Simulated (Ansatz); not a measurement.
**Convergence notes, G0W0 on HfO2 (Fm-3m)**

HfO2 (started from an entry of an open crystallographic database), relaxed with r2SCAN; one-shot G0W0 in Ansatz without spin-orbit coupling. Calculated for a static, non-magnetic cell.

```yaml
crystal:
  lattice:
    - [0.00000, 2.52918, 2.52918]
    - [2.52918, 0.00000, 2.52918]
    - [2.52918, 2.52918, 0.00000]
  atoms:
    - { symbol: Hf, position: [0.00000, 0.00000, 0.00000] }
    - { symbol: O, position: [0.25000, 0.25000, 0.25000] }
    - { symbol: O, position: [0.75000, 0.75000, 0.75000] }
```

Gaps are read over the mesh points alone. G0W0 values are finite-basis, finite-mesh values.
```
 start       potentials      frequency model   mesh  empty bands  screening cutoff (eV)  Kohn-Sham gap (eV)  G0W0 gap (eV)
   PBE              PAW  contour deformation  6×6×6           73                    100                3.80           5.08
   PBE              PAW  contour deformation  6×6×6          177                    180                3.80           5.21
   PBE              PAW  contour deformation  6×6×6          344                    260                3.80           5.28
 HSE06              PAW  contour deformation  6×6×6          177                    180                5.41           5.86
r2SCAN              PAW  contour deformation  6×6×6          177                    180                4.30           5.45
  PBE0              PAW  contour deformation  6×6×6          177                    180                6.16           6.06
   PBE              PAW     Godby-Needs pole  6×6×6          177                    180                3.80           5.16
   PBE              PAW  contour deformation  8×8×8           52                     80                3.80           5.06
   PBE  norm-conserving  contour deformation  6×6×6          177                    180                3.84           5.27
```

Over the mesh points the PBE gap of 3.80 eV becomes a quasiparticle gap of 5.28 eV (direct at X), a change of +1.48 eV. Renormalisation factors Z lie between 0.76 and 0.82.

Raising bands and cutoff together moves the gap by +0.13 eV (100 to 180 eV), then +0.07 eV (180 to 260 eV); the last step is still large, so the basis limit isn't reached. Starting from HSE06 (5.41 eV against PBE's 3.80 eV) gives 5.86 eV, +0.65 eV from G0W0@PBE at the same screening cutoff. Starting from r2SCAN (4.30 eV against PBE's 3.80 eV) gives 5.45 eV, +0.24 eV from G0W0@PBE at the same screening cutoff. Starting from PBE0 (6.16 eV against PBE's 3.80 eV) gives 6.06 eV, +0.85 eV from G0W0@PBE at the same screening cutoff. The Godby-Needs plasmon pole differs from contour deformation by -0.05 eV. Norm-conserving potentials (wave cutoff 1240 eV against 420 eV) shift the quasiparticle gap by +0.06 eV and the PBE gap by +0.04 eV. r2SCAN runs take a wave cutoff of 500 eV.
